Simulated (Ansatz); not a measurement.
# Boron, fcc under LDA: ground state and equation of state

Aim: take boron in the fcc structure, relax it, solve it on a dense k-mesh, switch on spin-orbit coupling, then scale the cell to 7 volumes from 88 to 112 % of the relaxed one and try a fit of the equation of state. The k-meshes are 18×18×18 for the relaxation; 31×31×31 for the dense run; 19×19×19 for spin-orbit coupling; 21×21×21 for the volumes.

Method: DFT LDA (PW92), plane waves (420 eV) with PAW, scalar-relativistic; the PAW data stem from PBE, with regenerated cores, in Ansatz 0.2.0.

### 1 The starting structure

It takes space group Fm-3m (No. 225, cubic). Conventional cell: a = 2.971 Å, b = 2.971 Å, c = 2.971 Å, α = 90.00°, β = 90.00°, γ = 90.00°. B (site symmetry m-3m) has 12 B at 2.10 Å as nearest neighbours.

Structure file:

```
CELL_PARAMETERS angstrom
0.00000 1.48534 1.48534
1.48534 0.00000 1.48534
1.48534 1.48534 0.00000
ATOMIC_POSITIONS crystal
B 0.00000 0.00000 0.00000
```

### 2 Relaxing cell and atoms

input.yaml

```yaml
crystal:
  lattice:
    - [0.0, 1.4853449006, 1.4853449006]
    - [1.4853449006, 0.0, 1.4853449006]
    - [1.4853449006, 1.4853449006, 0.0]
  atoms:
    - { symbol: B, position: [0.0, 0.0, 0.0] }
hamiltonian:
  xc: lda
  pseudopotentials:
    kind: paw
    azcp:
      B: "pseudopotentials/B.paw.azcp"
basis:
  ecutwfc: 420
  fft_grid_basis: typed
kpoints:
  mp_grid: { grid: [18, 18, 18], shift: [0, 0, 0] }
magnetization:
  spin_polarized: false
scf:
  occupations: { method: fermi_dirac, width: 0.1 }
relax:
  max_steps: 60
  f_tol: 0.01
  cell: {}
```

Log:

```text
Warning: <dir> the record states the generating functional pbe (its physics header spells it `PBE`), which answers neither for hamiltonian.xc's functional nor for the lda family's — results may be inconsistent (PPs are generated against a specific XC)
Warning: RAYON_NUM_THREADS=2 ignored (pool sized by the plan → 2); use --threads N
Engine: ansatz 0.2.0, aarch64-unknown-linux-gnu
Pseudopotentials: kind: paw
Pseudopotential: B, paw, valence charge 3, recommended cutoff 420 eV (normal), <dir>
Functional definition: SPW92
  exchange = slater_x
  correlation = pw_c
Crystal: 1 atoms, lattice volume = 6.554 Å³
Basis set: ecut = 420 eV, 137 PW (Γ)
Bands: 6, of which v1, the nominal top of the filled ones, is band 2 counted from 1 (1 counted from 0)
Symmetry: 48 space group operations
Space group: Fm-3m (ITA 225), of the structure as read, at distance tolerance 1.9e-5 Å
k-points: 195 of 5832
Non-local potential: B, projectors of the file, l = 0: 2, l = 1: 2, l = 2: 1
PAW form: soft (Blöchl's): semilocal exchange-correlation on the pseudo side does not see the compensation charge
PAW frozen core: B, regenerated for the run's functional, and the local potential with it (the file was generated under x = pbe(κ = 0.804, μ = 0.2195149727645171), c = pbe(β = 0.06672455060314922))
PAW one-centre angular grid: B, 110 points (default); XC on 64 Gauss nodes
Initial density: superposition of atomic densities (neutral atoms: chi_scale 0, normalization atom), corrected by the library's trained network
Initial wavefunctions: pseudopotential atomic-orbital guess
Functional: x = slater, c = lda
SCF iter   1: F=—  HF=-148.332164 eV  |F-HF|=—  |Δ(HF+E_count)|=         —  Δρ=5.09e-3  dr2=9.29e-4  ethr=1.77e-3  ⟨swp⟩=4.5  Hψ=8706  notcnv=0
preconditioner: auto → none  [metal: Δε(μ)=0.061 eV  Ē_g=22.453 eV  σ=0.100 eV  W_gap=0.15  n_scr=0 (ndim 8)  ℏωp=25.1 eV  f_vac=0.000  D(μ)=0.27/eV (n_scr^D=0)]
SCF iter   2: F=—  HF=-148.331798 eV  |F-HF|=—  |Δ(HF+E_count)|=   3.66e-4  Δρ=2.18e-3  dr2=1.60e-4  ethr=3.10e-5  ⟨swp⟩=1.0  Hψ=2730  notcnv=0
SCF iter   3: F=—  HF=-148.331737 eV  |F-HF|=—  |Δ(HF+E_count)|=   6.19e-5  Δρ=1.39e-4  dr2=4.23e-7  ethr=5.33e-6  ⟨swp⟩=2.0  Hψ=1368  notcnv=0
SCF iter   4: F=—  HF=-148.331737 eV  |F-HF|=—  |Δ(HF+E_count)|=   1.60e-7  Δρ=1.38e-5  dr2=6.90e-9  ethr=1.41e-8  ⟨swp⟩=1.1  Hψ=1118  notcnv=0
iter 5 did not close the SCF: its close was put off for the readings that it lacked (scf_convergence_deferred on its scf_iter line)
SCF iter   5: F=-148.331737 eV  HF=-148.331737 eV  |F-HF|=5.05e-11  |Δ(HF+E_count)|=   1.79e-9  Δρ=2.06e-6  dr2=1.78e-10  ethr=2.30e-10  ⟨swp⟩=1.6  Hψ=1226  notcnv=0
SCF iter   6: F=-148.331737 eV  HF=-148.331737 eV  |F-HF|=5.68e-14  |Δ(HF+E_count)|=  4.57e-11  Δρ=5.88e-8  dr2=9.25e-14  ethr=5.95e-12  ⟨swp⟩=1.0  Hψ=2813  notcnv=0
SCF 1 converged in 6 iterations: F = -148.331737 eV  dr2 = 9.25e-14
relax step   1: F+E_penalty+E_count = -148.33173673 eV  Δ(F+E_penalty+E_count) = +0.000e0 eV  max|allowed force component| = 0.000e0 eV/Å  Δτ_max = 0.0000 Å  P = -31.171 GPa  Ω = 6.554 Å³  (6 SCF iters, dr2 threshold 1.00e-7 eV, accepted)
Crystal: 1 atoms, lattice volume = 6.074 Å³
Basis set: ecut = 420 eV, 113 PW (Γ)
Initial density: handed on by an earlier stage of this run
Initial wavefunctions: those handed on with the density
iter 1 solved again at ethr=2.23e-5 eV; its pass at ethr=3.10e-3 eV (dr2=6.68e-4 eV) is discarded
SCF iter   1: F=—  HF=-148.405694 eV  |F-HF|=—  |Δ(HF+E_count)|=         —  Δρ=4.67e-3  dr2=6.74e-4  ethr=2.23e-5  ⟨swp⟩=1.0  Hψ=10834  notcnv=0
preconditioner: auto → none  [metal: Δε(μ)=0.090 eV  Ē_g=23.682 eV  σ=0.100 eV  W_gap=0.22  n_scr=0 (ndim 8)  ℏωp=26.1 eV  f_vac=0.000  D(μ)=0.24/eV (n_scr^D=0)]
SCF iter   2: F=—  HF=-148.405450 eV  |F-HF|=—  |Δ(HF+E_count)|=   2.44e-4  Δρ=2.18e-3  dr2=1.43e-4  ethr=2.23e-5  ⟨swp⟩=1.0  Hψ=1170  notcnv=0
SCF iter   3: F=—  HF=-148.405385 eV  |F-HF|=—  |Δ(HF+E_count)|=   6.52e-5  Δρ=6.51e-5  dr2=1.05e-7  ethr=4.76e-6  ⟨swp⟩=1.0  Hψ=1177  notcnv=0
SCF iter   4: F=—  HF=-148.405385 eV  |F-HF|=—  |Δ(HF+E_count)|=   2.21e-7  Δρ=3.74e-6  dr2=1.88e-10  ethr=3.33e-9  ⟨swp⟩=3.9  Hψ=2574  notcnv=0
SCF iter   5: F=-148.405385 eV  HF=-148.405385 eV  |F-HF|=3.98e-13  |Δ(HF+E_count)|=  4.40e-11  Δρ=2.52e-7  dr2=9.13e-13  ethr=6.25e-12  ⟨swp⟩=1.0  Hψ=2932  notcnv=0
SCF 2 converged in 5 iterations: F = -148.405385 eV  dr2 = 9.13e-13
relax step   2: F+E_penalty+E_count = -148.40538480 eV  Δ(F+E_penalty+E_count) = -7.365e-2 eV  max|allowed force component| = 0.000e0 eV/Å  Δτ_max = 0.0000 Å  P = -16.322 GPa  Ω = 6.074 Å³  energy of the carried Pulay correction = +9.559e-4 eV  (5 SCF iters, dr2 threshold 1.00e-7 eV, accepted)
Crystal: 1 atoms, lattice volume = 5.622 Å³
iter 1 solved again at ethr=2.30e-5 eV; its pass at ethr=3.10e-3 eV (dr2=6.89e-4 eV) is discarded
SCF iter   1: F=—  HF=-148.425495 eV  |F-HF|=—  |Δ(HF+E_count)|=         —  Δρ=5.14e-3  dr2=6.95e-4  ethr=2.30e-5  ⟨swp⟩=1.0  Hψ=10850  notcnv=0
preconditioner: auto → none  [metal: Δε(μ)=0.044 eV  Ē_g=25.017 eV  σ=0.100 eV  W_gap=0.11  n_scr=0 (ndim 8)  ℏωp=27.1 eV  f_vac=0.000  D(μ)=0.23/eV (n_scr^D=0)]
SCF iter   2: F=—  HF=-148.425224 eV  |F-HF|=—  |Δ(HF+E_count)|=   2.70e-4  Δρ=2.42e-3  dr2=1.49e-4  ethr=2.30e-5  ⟨swp⟩=1.0  Hψ=1170  notcnv=0
SCF iter   3: F=—  HF=-148.425150 eV  |F-HF|=—  |Δ(HF+E_count)|=   7.43e-5  Δρ=6.91e-5  dr2=1.00e-7  ethr=3.33e-9  ⟨swp⟩=3.7  Hψ=3716  notcnv=0
SCF iter   4: F=-148.425150 eV  HF=-148.425150 eV  |F-HF|=1.43e-11  |Δ(HF+E_count)|=   4.46e-8  Δρ=1.49e-6  dr2=4.88e-11  ethr=3.33e-9  ⟨swp⟩=3.0  Hψ=2338  notcnv=0
SCF 3 converged in 4 iterations: F = -148.425150 eV  dr2 = 4.88e-11
relax step   3: F+E_penalty+E_count = -148.42514987 eV  Δ(F+E_penalty+E_count) = -1.977e-2 eV  max|allowed force component| = 0.000e0 eV/Å  Δτ_max = 0.0000 Å  P = +4.275 GPa  Ω = 5.622 Å³  energy of the carried Pulay correction = +1.925e-3 eV  (4 SCF iters, dr2 threshold 1.00e-7 eV, accepted)
Crystal: 1 atoms, lattice volume = 5.710 Å³
iter 1 solved again at ethr=1.01e-6 eV; its pass at ethr=3.10e-3 eV (dr2=3.04e-5 eV) is discarded
SCF iter   1: F=—  HF=-148.426031 eV  |F-HF|=—  |Δ(HF+E_count)|=         —  Δρ=1.07e-3  dr2=3.04e-5  ethr=1.01e-6  ⟨swp⟩=1.1  Hψ=10149  notcnv=0
preconditioner: auto → none  [metal: Δε(μ)=0.065 eV  Ē_g=24.747 eV  σ=0.100 eV  W_gap=0.16  n_scr=0 (ndim 8)  ℏωp=26.9 eV  f_vac=0.000  D(μ)=0.23/eV (n_scr^D=0)]
SCF iter   2: F=—  HF=-148.426020 eV  |F-HF|=—  |Δ(HF+E_count)|=   1.13e-5  Δρ=5.06e-4  dr2=6.57e-6  ethr=1.01e-6  ⟨swp⟩=1.0  Hψ=1170  notcnv=0
SCF iter   3: F=-148.426017 eV  HF=-148.426017 eV  |F-HF|=2.01e-9  |Δ(HF+E_count)|=   3.16e-6  Δρ=1.44e-5  dr2=4.40e-9  ethr=3.33e-9  ⟨swp⟩=3.0  Hψ=3510  notcnv=0
SCF 4 converged in 3 iterations: F = -148.426017 eV  dr2 = 4.40e-9
relax step   4: F+E_penalty+E_count = -148.42601666 eV  Δ(F+E_penalty+E_count) = -8.668e-4 eV  max|allowed force component| = 0.000e0 eV/Å  Δτ_max = 0.0000 Å  P = -0.364 GPa  Ω = 5.710 Å³  energy of the carried Pulay correction = +1.730e-3 eV  (3 SCF iters, dr2 threshold 1.00e-7 eV, accepted)
Crystal: 1 atoms, lattice volume = 5.703 Å³
iter 1 solved again at ethr=6.57e-9 eV; its pass at ethr=3.10e-3 eV (dr2=1.97e-7 eV) is discarded
SCF iter   1: F=—  HF=-148.426040 eV  |F-HF|=—  |Δ(HF+E_count)|=         —  Δρ=8.20e-5  dr2=1.98e-7  ethr=6.57e-9  ⟨swp⟩=1.1  Hψ=9978  notcnv=0
preconditioner: auto → none  [metal: Δε(μ)=0.064 eV  Ē_g=24.768 eV  σ=0.100 eV  W_gap=0.16  n_scr=0 (ndim 8)  ℏωp=26.9 eV  f_vac=0.000  D(μ)=0.23/eV (n_scr^D=0)]
SCF iter   2: F=-148.426040 eV  HF=-148.426040 eV  |F-HF|=2.19e-8  |Δ(HF+E_count)|=   7.61e-8  Δρ=3.80e-5  dr2=4.14e-8  ethr=3.33e-9  ⟨swp⟩=2.1  Hψ=3230  notcnv=0
SCF 5 converged in 2 iterations: F = -148.426040 eV  dr2 = 4.14e-8
relax step   5: F+E_penalty+E_count = -148.42604017 eV  Δ(F+E_penalty+E_count) = -2.351e-5 eV  max|allowed force component| = 0.000e0 eV/Å  Δτ_max = 0.0000 Å  P = -0.009 GPa  Ω = 5.703 Å³  energy of the carried Pulay correction = +1.746e-3 eV  (2 SCF iters, dr2 threshold 1.00e-7 eV, accepted)
Initial wavefunctions: pseudopotential atomic-orbital guess (no wavefunctions were taken with the density)
iter 1 solved again at ethr=4.10e-8 eV; its pass at ethr=3.10e-3 eV (dr2=1.23e-6 eV) is discarded
SCF iter   1: F=—  HF=-148.425262 eV  |F-HF|=—  |Δ(HF+E_count)|=         —  Δρ=2.85e-4  dr2=4.54e-7  ethr=4.10e-8  ⟨swp⟩=2.0  Hψ=11827  notcnv=0
preconditioner: auto → none  [metal: Δε(μ)=0.064 eV  Ē_g=24.769 eV  σ=0.100 eV  W_gap=0.16  n_scr=0 (ndim 8)  ℏωp=26.9 eV  f_vac=0.000  D(μ)=0.23/eV (n_scr^D=0)]
SCF iter   2: F=—  HF=-148.425263 eV  |F-HF|=—  |Δ(HF+E_count)|=   1.20e-6  Δρ=1.44e-4  dr2=1.16e-7  ethr=1.51e-8  ⟨swp⟩=1.0  Hψ=1170  notcnv=0
SCF iter   3: F=-148.425264 eV  HF=-148.425264 eV  |F-HF|=1.51e-12  |Δ(HF+E_count)|=   3.12e-7  Δρ=5.03e-7  dr2=3.55e-12  ethr=1.00e-12  ⟨swp⟩=4.8  Hψ=4024  notcnv=0
SCF 6 converged in 3 iterations: F = -148.425264 eV  dr2 = 3.55e-12
relax step   6: F+E_penalty+E_count = -148.42526352 eV  Δ(F+E_penalty+E_count) = +7.766e-4 eV  max|allowed force component| = 0.000e0 eV/Å  Δτ_max = 0.0000 Å  P = -0.316 GPa  Ω = 5.703 Å³  stress off target by 3.16e-1 GPa  SCF on the basis re-selected at this cell (its energy is not comparable with the rows above)  (3 SCF iters)
basis re-selected at this cell: Δ(F+E_penalty+E_count) = +7.766e-4 eV, ΔP = -0.307 GPa vs the last step (what re-selecting the basis moved, of the pressure what is left beyond the Pulay correction that the steps carried, after the strain that the cell walked since its last selection, with what the two solves' SCF thresholds leave and, on support functions, any second-order correction that the steps lacked; it is no measure of the basis error at this ecutwfc). This SCF's stress stands 3.16e-1 GPa from its target on what of the cell is left free (relax.cell.stress_tol is 5.00e-2 GPa) and its largest allowed force component is 0.00e0 eV/Å (relax.f_tol is 1.00e-2 eV/Å): not within both, so this SCF does not close the relaxation
Crystal: 1 atoms, lattice volume = 5.697 Å³
iter 1 solved again at ethr=4.87e-9 eV; its pass at ethr=3.10e-3 eV (dr2=1.46e-7 eV) is discarded
SCF iter   1: F=—  HF=-148.425280 eV  |F-HF|=—  |Δ(HF+E_count)|=         —  Δρ=7.40e-5  dr2=1.46e-7  ethr=4.87e-9  ⟨swp⟩=1.0  Hψ=9898  notcnv=0
preconditioner: auto → none  [metal: Δε(μ)=0.062 eV  Ē_g=24.788 eV  σ=0.100 eV  W_gap=0.15  n_scr=0 (ndim 8)  ℏωp=26.9 eV  f_vac=0.000  D(μ)=0.23/eV (n_scr^D=0)]
SCF iter   2: F=-148.425279 eV  HF=-148.425279 eV  |F-HF|=1.64e-8  |Δ(HF+E_count)|=   5.54e-8  Δρ=3.50e-5  dr2=3.16e-8  ethr=3.33e-9  ⟨swp⟩=2.0  Hψ=3216  notcnv=0
SCF 7 converged in 2 iterations: F = -148.425279 eV  dr2 = 3.16e-8
relax step   7: F+E_penalty+E_count = -148.42527948 eV  Δ(F+E_penalty+E_count) = -1.596e-5 eV  max|allowed force component| = 0.000e0 eV/Å  Δτ_max = 0.0000 Å  P = +0.001 GPa  Ω = 5.697 Å³  energy of the carried Pulay correction = +9.873e-6 eV  (2 SCF iters, dr2 threshold 1.00e-7 eV, accepted)
iter 1 solved again at ethr=2.84e-8 eV; its pass at ethr=3.10e-3 eV (dr2=8.52e-7 eV) is discarded
SCF iter   1: F=—  HF=-148.425264 eV  |F-HF|=—  |Δ(HF+E_count)|=         —  Δρ=3.61e-5  dr2=3.19e-8  ethr=2.84e-8  ⟨swp⟩=2.0  Hψ=11831  notcnv=0
SCF iter   2: F=—  HF=-148.425264 eV  |F-HF|=—  |Δ(HF+E_count)|=   1.20e-8  Δρ=1.74e-5  dr2=7.12e-9  ethr=1.06e-9  ⟨swp⟩=1.0  Hψ=1170  notcnv=0
SCF iter   3: F=-148.425264 eV  HF=-148.425264 eV  |F-HF|=1.31e-12  |Δ(HF+E_count)|=   3.24e-9  Δρ=3.66e-7  dr2=2.74e-12  ethr=1.00e-12  ⟨swp⟩=4.1  Hψ=3817  notcnv=0
SCF 8 converged in 3 iterations: F = -148.425264 eV  dr2 = 2.74e-12
relax step   8: F+E_penalty+E_count = -148.42526446 eV  Δ(F+E_penalty+E_count) = +1.502e-5 eV  max|allowed force component| = 0.000e0 eV/Å  Δτ_max = 0.0000 Å  P = +0.002 GPa  Ω = 5.697 Å³  stress off target by 2.27e-3 GPa  SCF on the basis re-selected at this cell (its energy is not comparable with the rows above)  (3 SCF iters)
basis re-selected at this cell: Δ(F+E_penalty+E_count) = +1.502e-5 eV, ΔP = +0.001 GPa vs the last step (what re-selecting the basis moved, of the pressure what is left beyond the Pulay correction that the steps carried, after the strain that the cell walked since its last selection, with what the two solves' SCF thresholds leave and, on support functions, any second-order correction that the steps lacked; it is no measure of the basis error at this ecutwfc). This SCF's stress stands 2.27e-3 GPa from its target on what of the cell is left free (relax.cell.stress_tol is 5.00e-2 GPa) and its largest allowed force component is 0.00e0 eV/Å (relax.f_tol is 1.00e-2 eV/Å): within both
SCF converged after 3 iterations
Free energy (F): -148.425264 eV
Harris-Foulkes:  -148.425264 eV  (|F-HF|=1.31e-12)
Internal energy: -148.417941 eV  (E = F + TS)
E sigma→0 (E₀):  -148.421603 eV
Entropy (-TS):   -0.007324 eV (-7.324 meV/atom)
Fermi energy:    14.833615 eV
--- Per-component energies (eV) ---
  E_band       = 19.688182
  E_kinetic    = 50.059963
  E_local      = -0.681475  (includes V_loc(G=0)·N_el)
  E_nonlocal   = 11.773612
  E_hartree    = 0.252909
  E_xc         = -32.714194
  E_vxc        = -39.044948  (∫ρ·V_xc dr)
  E_paw        = -72.361246  (= ΣΔE_a)
  E_vpaw       = -2.924786  (= ΣTr[D̂ρ^β])
  E_aug_tail   = -0.000002  (compensation charges beyond the density's cutoff)
  E_ewald      = -104.793342
  E_core_change = 0.045834  (= ΣΔE_core)
  E_smearing   = -0.007324  (= −TS)
  E_closure    = 0.000000  (closes the sum)
  Σ components = -148.425264   (vs F -148.425264, Δ=0.00e0)
--- Forces (eV/Å), atoms counted from 1 ---
  atom   1  B      0.00000000    -0.00000000     0.00000000
  max |Σ_I F_I| component: 6.42e-34 eV/Å
--- Stress (GPa, compression-positive) ---
        0.002266       0.000000       0.000000
        0.000000       0.002266       0.000000
       -0.000000       0.000000       0.002266
  P = ⅓ Tr σ = 0.0023 GPa (0.023 kbar)
--- Relaxed structure (6 steps of the walk, 6 accepted, 2 SCFs on fresh bases) ---
  F+E_penalty+E_count = -148.42526446 eV   max|allowed force component| = 0.000e0 eV/Å   (the final SCF, on the basis selected at the relaxed cell)
  cell:  # Å, volume = 5.6965 Å³
    - [1.8914586355305255e-33, 1.4175125176673922, 1.4175125176673922]
    - [1.4175125176673922, -1.8836961546991616e-33, 1.4175125176673922]
    - [1.4175125176673922, 1.4175125176673922, -3.0526453464265492e-33]
  atoms:
    - { symbol: B, position: [0.0, 0.0, 0.0] }
```

It took 2.8 s on 2 threads of Arm Neoverse V1, shared host; peak memory 0.25 GiB.

Relaxation path:

| step | energy change (meV/atom) | largest force (eV/Å) | pressure (GPa) | volume (Å³/atom) |
| --- | --- | --- | --- | --- |
| 1 | 0.00 | 0.0000 | -31.17 | 6.554 |
| 2 | -73.65 | 0.0000 | -16.32 | 6.074 |
| 3 | -93.41 | 0.0000 | 4.27 | 5.622 |
| 4 | -94.28 | 0.0000 | -0.36 | 5.710 |
| 5 | -94.30 | 0.0000 | -0.01 | 5.703 |
| 6 | -93.53 | 0.0000 | -0.32 | 5.703 |
| 7 | -93.54 | 0.0000 | 0.00 | 5.697 |
| 8 | -93.53 | 0.0000 | 0.00 | 5.697 |

Steps that repeat a cell are solved on a basis chosen anew, so their changes of energy are no gain of the relaxation.

The cell of the run, before and after:

|  | before | after | change |
| --- | --- | --- | --- |
| a (Å) | 2.101 | 2.005 | -4.6 % |
| b (Å) | 2.101 | 2.005 | -4.6 % |
| c (Å) | 2.101 | 2.005 | -4.6 % |
| volume (Å³/atom) | 6.554 | 5.697 | -13.1 % |
| shortest distance (Å) | 2.101 | 2.005 | -4.6 % |
| space group (spins left aside) | Fm-3m | Fm-3m | same |

### 3 Single point on a dense mesh

input.yaml

```yaml
crystal:
  lattice:
    - [0.0, 1.4175125177, 1.4175125177]
    - [1.4175125177, 0.0, 1.4175125177]
    - [1.4175125177, 1.4175125177, 0.0]
  atoms:
    - { symbol: B, position: [0.0, 0.0, 0.0] }
hamiltonian:
  xc: lda
  pseudopotentials:
    kind: paw
    azcp:
      B: "pseudopotentials/B.paw.azcp"
basis:
  ecutwfc: 420
  fft_grid_basis: typed
kpoints:
  mp_grid: { grid: [31, 31, 31], shift: [0, 0, 0] }
magnetization:
  spin_polarized: false
scf:
  occupations: { method: fermi_dirac, width: 0.1 }
```

Log, shortened:

```text
Warning: <dir> the record states the generating functional pbe (its physics header spells it `PBE`), which answers neither for hamiltonian.xc's functional nor for the lda family's — results may be inconsistent (PPs are generated against a specific XC)
Warning: RAYON_NUM_THREADS=2 ignored (pool sized by the plan → 2); use --threads N
[...]
[... 3 set-up lines as earlier in the session ...]
[...]
Crystal: 1 atoms, lattice volume = 5.697 Å³
Basis set: ecut = 420 eV, 113 PW (Γ)
Bands: 6, of which v1, the nominal top of the filled ones, is band 2 counted from 1 (1 counted from 0)
[... 1 set-up line as earlier in the session ...]
Space group: Fm-3m (ITA 225), of the structure as read, at distance tolerance 1.8e-5 Å
k-points: 816 of 29791
[...]
SCF iter   1: F=—  HF=-148.425898 eV  |F-HF|=—  |Δ(HF+E_count)|=         —  Δρ=6.82e-3  dr2=1.43e-3  ethr=1.77e-3  ⟨swp⟩=4.6  Hψ=36354  notcnv=0
[...]
SCF iter   6: F=-148.425286 eV  HF=-148.425286 eV  |F-HF|=0.00e0  |Δ(HF+E_count)|=  5.14e-12  Δρ=3.09e-8  dr2=1.76e-14  ethr=1.86e-12  ⟨swp⟩=1.0  Hψ=11751  notcnv=0
[...]
SCF converged after 6 iterations
Free energy (F): -148.425286 eV
[...]
E sigma→0 (E₀):  -148.421873 eV
Entropy (-TS):   -0.006825 eV (-6.825 meV/atom)
Fermi energy:    14.852975 eV
[...]
```

Wall time 1.4 s (2 threads of Arm Neoverse V1, shared host); peak memory 0.27 GiB.

### 4 A two-component run at the same geometry

input.yaml, as its differences from that of step 3:

```diff
@@ -10,3 +10,3 @@
   pseudopotentials:
-    kind: paw
+    kind: paw_fr
     azcp:
@@ -17,5 +17,6 @@
 kpoints:
-  mp_grid: { grid: [31, 31, 31], shift: [0, 0, 0] }
+  mp_grid: { grid: [19, 19, 19], shift: [0, 0, 0] }
 magnetization:
-  spin_polarized: false
+  noncollinear: true
+  spin_orbit: true
 scf:
```

Log, shortened:

```text
Warning: <dir> the record states the generating functional pbe (its physics header spells it `PBE`), which answers neither for hamiltonian.xc's functional nor for the lda family's — results may be inconsistent (PPs are generated against a specific XC)
Warning: RAYON_NUM_THREADS=2 ignored (pool sized by the plan → 2); use --threads N
[...]
Pseudopotentials: kind: paw_fr
Pseudopotential: B, paw_fr, valence charge 3, recommended cutoff 420 eV (normal), <dir>
[... 1 set-up line as earlier in the session ...]
[...]
non-collinear run that drives no moment, with spin-orbit: no starting moment large enough to seed its density (crystal.atoms[].spin), no starting occupations that ask for one, no magnetisation constraint and no magnetic field, so the semilocal B_xc is pinned to zero
Crystal: 1 atoms, lattice volume = 5.697 Å³
Basis set: ecut = 420 eV, 113 PW (Γ)
Bands: 12, of which v1, the nominal top of the filled ones, is band 3 counted from 1 (2 counted from 0)
Symmetry: 48 space group operations + 48 with time reversal
Magnetic group: BNS 225.117 (UNI 1619), of the structure as read, at distance tolerance 1.8e-5 Å
k-points: 220 of 6859
Projection manifold: j_resolved (fully-relativistic pseudo-atomic orbitals)
[...]
SCF iter   1: F=—  HF=-148.433586 eV  |F-HF|=—  |Δ(HF+E_count)|=         —  Δρ=2.89e-2  dr2=2.01e-2  dr2_m=0.00e0 (ungated)  ethr=3.10e-3  |M|=0.00e0 ∫|m|=0.00e0 μB  |m|>n=0.0e0 m-floor=0.0e0 τ_xc=0.0e0  β_m=0.30  ⟨swp⟩=4.5  Hψ=7438  notcnv=0  defer=12
[...]
SCF iter   5: F=-148.426137 eV  HF=-148.426137 eV  |F-HF|=1.04e-10  |Δ(HF+E_count)|=   1.55e-8  Δρ=5.09e-6  dr2=4.39e-10  dr2_m=0.00e0 (ungated)  ethr=4.05e-10  |M|=0.00e0 ∫|m|=0.00e0 μB  |m|>n=0.0e0 m-floor=0.0e0 τ_xc=0.0e0  ⟨swp⟩=1.0  Hψ=2924  notcnv=0
[...]
SCF converged after 5 iterations
Magnetization: |M| = 0.0000 μB,  M = (+0.0000, +0.0000, +0.0000) μB
Absolute magnetization: 0.0000 μB (∫|m|)
  site 0: m = (+0.0000, +0.0000, +0.0000) μB, |m| = 0.0000 μB  (R = 0.83 Å)
Free energy (F): -148.426137 eV
[...]
E sigma→0 (E₀):  -148.423105 eV
Entropy (-TS):   -0.006062 eV (-6.062 meV/atom)
Fermi energy:    14.861647 eV
[...]
```

It took 0.93 s on 2 threads of Arm Neoverse V1, shared host; peak memory 0.24 GiB.

Side by side:

|  | scalar-relativistic | with spin-orbit coupling |
| --- | --- | --- |
| k-mesh | 31×31×31 | 19×19×19 |
| gap on the mesh | none (levels filled in part) | none (levels filled in part) |

The meshes differ, so small differences between the columns need not come from spin-orbit coupling.

[end of part 1 of 2]
